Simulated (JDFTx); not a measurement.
Crystal: MgB2.

```xyz
3
Lattice="3.0850 0.0000 0.0000 -1.5425 2.6717 0.0000 0.0000 0.0000 3.5230" Properties=species:S:1:pos:R:3 pbc="T T T"
Mg    0.0000    0.0000    0.0000
B     1.5425    0.8906    1.7615
B     0.0000    1.7811    1.7615
```

Below is the output of JDFTx 1.7.0 (patched build) for this cell. Logs are shortened: lines on timing, memory, paths and dates and some standing lists are left out, and cuts for length are marked.

```text
*************** JDFTx 1.7.0 (patched build) ***************

Input parsed successfully to the following command list (including defaults):
[... the input with its defaults ...]

---------- Setting up symmetries ----------

Found 24 point-group symmetries of the bravais lattice
Found 24 space-group symmetries with basis
Applied RMS atom displacement 2.7482e-10 bohrs to make symmetries exact.

---------- Initializing the Grid ----------
R =
[      5.82981      -2.9149            0  ]
[            0      5.04876            0  ]
[            0            0      6.65751  ]
unit cell volume = 195.952
G =
[    1.07777    0.62225         -0  ]
[          0     1.2445          0  ]
[          0         -0   0.943775  ]
Minimum fftbox size, Smin = [  52  52  56  ]
Chosen fftbox size, S = [  54  54  56  ]

---------- Initializing tighter grid for wavefunction operations ----------
R =
[      5.82981      -2.9149            0  ]
[            0      5.04876            0  ]
[            0            0      6.65751  ]
unit cell volume = 195.952
G =
[    1.07777    0.62225         -0  ]
[          0     1.2445          0  ]
[          0         -0   0.943775  ]
Minimum fftbox size, Smin = [  36  36  40  ]
Chosen fftbox size, S = [  36  36  40  ]

---------- Exchange Correlation functional ----------
Initalized PBEsol GGA exchange.
Initalized PBEsol GGA correlation.

---------- Setting up pseudopotentials ----------
Width of ionic core gaussian charges (only for fluid interactions / plotting) set to 0

Reading pseudopotential file 'pseudo/Mg.upf':
  'Mg' pseudopotential, 'PBESOL' functional
  Generated using ONCVPSP code by D. R. Hamann
  10 valence electrons, 3 orbitals, 4 projectors, 1001 radial grid points, with lMax = 1
    2S    l: 0   occupation:  2.0   eigenvalue: -2.925002
[... 43 lines left out ...]
LCAOMinimize: Iter:   5  F: -64.9331966027897352  |grad|_K:  2.028e-08  alpha:  8.647e-01  linmin:  1.589e-04  cgtest: -6.001e-03
LCAOMinimize: Converged (|Delta F|<1.000000e-06 for 2 iters).

-------- Electronic minimization -----------
Will mix electronic density at each iteration.
	FillingsUpdate:  mu: +0.377609213  nElectrons: 16.000000
	FillingsUpdate:  mu: +0.351596297  nElectrons: 16.000000
SCF: Cycle:  0   F: -64.992719020989696   dF: -5.952e-02   |Residual|: 8.522e-02   |deigs|: 1.135e-01
	FillingsUpdate:  mu: +0.343271188  nElectrons: 16.000000
SCF: Cycle:  1   F: -65.007340123785411   dF: -1.462e-02   |Residual|: 3.184e-02   |deigs|: 2.281e-02
	FillingsUpdate:  mu: +0.337570824  nElectrons: 16.000000
SCF: Cycle:  2   F: -65.009305166313595   dF: -1.965e-03   |Residual|: 1.178e-02   |deigs|: 9.421e-03
	FillingsUpdate:  mu: +0.337614917  nElectrons: 16.000000
SCF: Cycle:  3   F: -65.009309302744228   dF: -4.136e-06   |Residual|: 1.604e-03   |deigs|: 1.327e-03
	FillingsUpdate:  mu: +0.337316568  nElectrons: 16.000000
SCF: Cycle:  4   F: -65.009313284722381   dF: -3.982e-06   |Residual|: 5.103e-04   |deigs|: 4.069e-04
	FillingsUpdate:  mu: +0.337330843  nElectrons: 16.000000
SCF: Cycle:  5   F: -65.009313410685465   dF: -1.260e-07   |Residual|: 9.607e-05   |deigs|: 1.256e-04
	FillingsUpdate:  mu: +0.337340441  nElectrons: 16.000000
SCF: Cycle:  6   F: -65.009313444035030   dF: -3.335e-08   |Residual|: 3.680e-05   |deigs|: 6.511e-05
	FillingsUpdate:  mu: +0.337347032  nElectrons: 16.000000
SCF: Cycle:  7   F: -65.009313449704564   dF: -5.670e-09   |Residual|: 1.483e-05   |deigs|: 5.320e-05
	FillingsUpdate:  mu: +0.337343760  nElectrons: 16.000000
SCF: Cycle:  8   F: -65.009313451523298   dF: -1.819e-09   |Residual|: 8.427e-06   |deigs|: 7.555e-05
	FillingsUpdate:  mu: +0.337345248  nElectrons: 16.000000
SCF: Cycle:  9   F: -65.009313451929941   dF: -4.066e-10   |Residual|: 2.136e-06   |deigs|: 5.071e-05
	FillingsUpdate:  mu: +0.337345144  nElectrons: 16.000000
SCF: Cycle: 10   F: -65.009313452034846   dF: -1.049e-10   |Residual|: 9.613e-07   |deigs|: 3.487e-05
SCF: Converged (|Delta E|<1.000000e-09 for 2 iters).

Setting wave functions to eigenvectors of Hamiltonian
Converging empty states (this may take a while): |deigs|: 1.091e-03

# Stress tensor in Cartesian coordinates [Eh/a0^3]:
[  8.70571e-05            0            0  ]
[            0  8.70571e-05            0  ]
[            0            0  9.64971e-05  ]

# Ionic positions in lattice coordinates:
ion Mg   0.000000000000000   0.000000000000000   0.000000000000000 1
ion B   0.666666666666667   0.333333333333333   0.500000000000000 1
ion B   0.333333333333333   0.666666666666667   0.500000000000000 1

# Forces in Cartesian coordinates:
force Mg   0.000000000000000   0.000000000000000   0.000000000000000 1
force B   0.000000000000000   0.000000000000000   0.000000000000000 1
force B   0.000000000000000   0.000000000000000   0.000000000000000 1

# Energy components:
   Eewald =      -36.9279620084457250
       EH =       20.3139304271521226
     Eloc =      -58.2585918754397269
      Enl =      -18.0470110603362599
      Exc =      -10.2700891557542455
 Exc_core =        0.1837599878365342
       KE =       37.9968849764245533
-------------------------------------
     Etot =      -65.0090787085627397
       TS =        0.0002347434721108
-------------------------------------
        F =      -65.0093134520348457

IonicMinimize: Iter:   0  F: -65.009313452034846  |grad|_K:       -nan
IonicMinimize: None of the convergence criteria satisfied after 0 iterations.

#--- Lowdin population analysis ---
# oxidation-state Mg +1.644
# oxidation-state B -0.779 -0.779

Dumping 'run.eigStats' ...
	eMin: -2.416015 at state 0 ( [ +0.000000 +0.000000 +0.000000 ] spin 0 )
	HOMO: +0.337077 at state 6 ( [ +0.000000 +0.100000 +0.125000 ] spin 0 )
	mu  : +0.337345
	LUMO: +0.337645 at state 55 ( [ +0.200000 +0.300000 +0.000000 ] spin 0 )
	eMax: +0.911141 at state 29 ( [ +0.000000 +0.500000 +0.500000 ] spin 0 )
	HOMO-LUMO gap: +0.000568
	Optical gap  : +0.013402 at state 9 ( [ +0.000000 +0.100000 +0.500000 ] spin 0 )
Done!
```

**Question.** Write the input and the command behind it.

**Answer.** Single point with PBEsol, no spin polarisation. The files as run (others can give the same):

MgB2.in
```
lattice \
    5.8298050945    -2.9149025472     0.0000000000 \
    0.0000000000     5.0487593110     0.0000000000 \
    0.0000000000     0.0000000000     6.6575051371
coords-type Lattice
ion Mg     0.0000000000     0.0000000000     0.0000000000 1
ion B      0.6666666667     0.3333333333     0.5000000000 1
ion B      0.3333333333     0.6666666667     0.5000000000 1

ion-species pseudo/Mg.upf
ion-species pseudo/B.upf
elec-cutoff 42 336
elec-ex-corr gga-PBEsol
kpoint-folding 10 10 8
elec-smearing Fermi 0.0018374661
elec-n-bands 14
electronic-SCF nIterations 100 energyDiffThreshold 1e-09
electronic-minimize nIterations 30 energyDiffThreshold 1e-7
converge-empty-states yes
forces-output-coords Cartesian

dump-name run.$VAR
dump End Ecomponents EigStats BandEigs Kpoints Forces Stress
```

Potentials or basis: PseudoDojo-SR-PBEsol-0.4.1-standard with smoothed tails.
Launch:
```sh
$ jdftx -c 1 -i MgB2.in -o MgB2.out
```
